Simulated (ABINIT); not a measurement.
The system is AlN.

```xyz
2
Lattice="0.0000 2.1840 2.1840 2.1840 0.0000 2.1840 2.1840 2.1840 0.0000" Properties=species:S:1:pos:R:3 pbc="T T T"
Al    0.0000    0.0000    0.0000
N     1.0920    1.0920    1.0920
```

Measurements of this composition are mostly on another form, of space group No. 186.

Base run:

- Program: ABINIT 10.8.3 (patched build)
- Functional: PBE0
- Potentials or basis: SPMS NC PBE v1.0
- Cutoff: 952 eV
- k mesh: 6 × 6 × 6
- Occupations: fermi-dirac, width 0.05 eV
- Spin: no spin polarisation

Its results: band gap on the k mesh 6.15 eV, indirect (least direct gap 7.33 eV).

Task: After a change of settings the same cell gave: band gap on the k mesh 4.52 eV, indirect (least direct gap 5.53 eV). Which change was it?
A. share of exact exchange from 0.35 to 0.5
B. share of exact exchange from 0.35 to 0.05
C. share of exact exchange from 0.35 to 0.25
D. share of exact exchange from 0.35 to 0.15

Result: D.

Caveats: exact exchange is summed on a coarse mesh, which widens gaps by tenths of an eV.
